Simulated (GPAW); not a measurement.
Runs of GPAW 26.7.0 on MgS (Niningerite). Symmetry: Fm-3m, No. 225, cubic system. Conventional cell: a = 5.203 Å, b = 5.203 Å, c = 5.203 Å, α = 90.00°, β = 90.00°, γ = 90.00°. Around S (site symmetry m-3m) lie 6 Mg at 2.60 Å. Around Mg (site symmetry m-3m) lie 6 S at 2.60 Å. 

```tsv
task	level	potentials or basis	cell	k mesh	cutoff (eV)	smearing	maxiter	optimizer	fmax	max steps	target pressure	gap on the mesh (eV)	pressure (GPa)
relaxation of cell and atoms	PBEsol	PAW data sets generated in the run's folder for this functional, pw	relaxed to 10 GPa	9 × 9 × 9	800	fermi-dirac 0.05 eV	150	BFGS	0.02 eV/Å	60	10 GPa	3.07	9.9
relaxation of cell and atoms	PBEsol	PAW data sets generated in the run's folder for this functional, pw	relaxed to 20 GPa	9 × 9 × 9	800	fermi-dirac 0.05 eV	150	BFGS	0.02 eV/Å	60	20 GPa	3.21	20.0
electron localisation function	LDA	the program's PAW data sets (release 1.2.1) made for this functional, other valence, pw	as given	5 × 5 × 5	680	fermi-dirac 0.01 eV	150	-	-	-	-	2.92	(a)
band structure	r2SCAN	GPAW PAW data sets (gpaw-data 1.2.1), pw	as given	9 × 9 × 9	800	fermi-dirac 0.05 eV	150	-	-	-	-	(d)	(b)
relaxation of cell and atoms	PBEsol	PAW data sets generated in the run's folder for this functional, pw	relaxed to 2 GPa	9 × 9 × 9	800	fermi-dirac 0.05 eV	150	BFGS	0.02 eV/Å	60	2 GPa	2.92	2.1
single point	AM05	PAW data sets generated in the run's folder for this functional, pw	as given	7 × 7 × 7	600	fermi-dirac 0.05 eV	120	-	-	-	-	(c)	-0.7
relaxation of cell and atoms	PBEsol	PAW data sets generated in the run's folder for this functional, pw	relaxed to 5 GPa	9 × 9 × 9	800	fermi-dirac 0.05 eV	150	BFGS	0.02 eV/Å	60	5 GPa	2.98	5.0
band structure	LDA	the program's PAW data sets (release 1.2.1) made for this functional, pw	as given	7 × 7 × 7	800	fermi-dirac 0.05 eV	150	-	-	-	-	2.78	-3.3
single point	TB-mBJ	GPAW PAW data sets for LDA (gpaw-data 1.2.1), pw	as given	10 × 10 × 10	800	fermi-dirac 0.05 eV	150	-	-	-	-	3.88	-
```

Alike in all rows: no spin polarisation.

**Question.** Fill in the values left out.

**Answer.** (a) -2.3; (b) 0.1; (c) 2.97; (d) 3.62.

Caveats: an odd mesh through Γ misses points on the zone boundary, where band edges often lie (some runs); later steps reuse the first step's grids (some runs); the cutoff is short for stress and forces, so pressures can be off by a GPa or more (some runs); the PAW data sets were made with another functional, which shifts forces and pressure a little (some runs); the mesh misses the band edges, which the band path finds closer together (some runs); a model potential gives levels but no total energy (some runs).

The runs don't all hold the same shells in valence.

Runs at the PBE level aren't shown here.
